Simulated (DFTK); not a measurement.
**HfN in DFTK: the effect of functional**

HfN:

```
CELL_PARAMETERS angstrom
0.00000 2.25600 2.25600
2.25600 0.00000 2.25600
2.25600 2.25600 0.00000
ATOMIC_POSITIONS crystal
Hf 0.00000 0.00000 0.00000
N 0.50000 0.50000 0.50000
```

Alike in all runs:

* Program: DFTK 0.8.2
* Task: single point
* Potentials or basis: SG15 1.2 (PBE)
* Cutoff: 1225 eV
* k mesh: 10 × 10 × 10
* Occupations: fermi-dirac, width 0.05 eV
* Spin: no spin polarisation

| functional | pressure (GPa) |
| --- | --- |
| LDA | -12.3 |
| PBEsol | ? |
| r2SCAN | -7.6 |

Task: What does the run with functional PBEsol give?

Result: Pressure -1.8 GPa.

Caveats: the potentials were made for another functional, which shifts forces and pressure.

Runs at the PBE level aren't shown here.
